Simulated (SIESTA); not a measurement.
Here is a SIESTA 5.4.2 calculation.

File Si.fdf:

```
SystemName                      Si
SystemLabel                     Si
NumberOfSpecies                 1
NumberOfAtoms                   1
%block ChemicalSpeciesLabel
  1  14 Si
%endblock ChemicalSpeciesLabel

LatticeConstant                 1.0 Ang
%block LatticeVectors
     2.3993200000     0.0000000000     0.0000000000
     0.0000000000     2.4179400000     0.0000000000
     0.0000000000     0.0000000000    23.8000000000
%endblock LatticeVectors
AtomicCoordinatesFormat         Fractional
%block AtomicCoordinatesAndAtomicSpecies
     0.5000000000     0.5000000000     0.2941200000  1  Si
%endblock AtomicCoordinatesAndAtomicSpecies

%block kgrid.MonkhorstPack
   11   0   0  0.0
    0  11   0  0.0
    0   0   1  0.0
%endblock kgrid.MonkhorstPack
XC.Functional                   GGA
XC.Authors                      PBE
PAO.BasisSize                   DZP
PAO.EnergyShift                 0.003 Ry
Mesh.Cutoff                     500 Ry
OccupationFunction              FD
ElectronicTemperature           0.05 eV
Slab.DipoleCorrection           vacuum
MaxSCFIterations                120
SCF.MustConverge                false
SCF.Mixer.Method                Pulay
SCF.Mixer.Weight                0.25
SCF.Mixer.History               8
SCF.DM.Tolerance                5.0e-05
SCF.H.Tolerance                 1.0e-03 eV
WriteForces                     true
Charge.Mulliken                 end
Charge.Hirshfeld                end
Charge.Voronoi                  end
SaveRho                         true
SaveElectrostaticPotential      true
```

Potentials or basis: PseudoDojo 0.4 standard (PBE files), DZP (energy shift 0.003 Ry).

Command:

```sh
$ siesta Si.fdf > Si.out 2>&1
```

Question: What does it give for the work function?

Answer: 4.56 eV.

Question: What does it give for the band gap on the k mesh?

Answer: None (metal or under the smearing width).

Stress tensor (GPa, compression positive):
```
0.57 0.00 0.00
0.00 0.13 0.00
0.00 0.00 0.00
```

Caveat: the basis of atomic orbitals isn't converged, which shifts pressures, moduli and gaps.
